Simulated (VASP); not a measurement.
Here is a VASP 6.6.1 calculation.

Contents of INCAR:

```
PREC = Accurate
ENCUT = 700
EDIFF = 1E-6
ISMEAR = 1
SIGMA = 0.1
LREAL = F
LASPH = T
NELM = 80
ALGO = Fast
ISIF = 2
LWAVE = F
LCHARG = T
GGA = PE
LVHAR = T
```

File KPOINTS:

```
Automatic mesh
0
Gamma
  18 18 10
```

File POSCAR:

```
Zn                                      
1.0
    2.6388956728     -0.0000000000     -0.0000000000
   -1.3194478364      2.2853506927     -0.0000000000
    0.0000000000      0.0000000000      5.0997759494
  Zn            
     2
Direct
     0.3333333300000021    0.6666666699999979    0.2500000000000000
     0.6666666699999979    0.3333333300000021    0.7500000000000000
```

Potentials or basis: VASP PAW PBE potentials, release 64 (Zn).

Command:

```bash
$ cat potpaw_PBE.64/Zn/POTCAR > POTCAR
$ mpirun -np 1 vasp_std > vasp.out
```

Question: Estimate the pressure.

Answer: 0.0 GPa.

Question: What does it give for the band gap on the k mesh?

Answer: None (metal or under the smearing width).
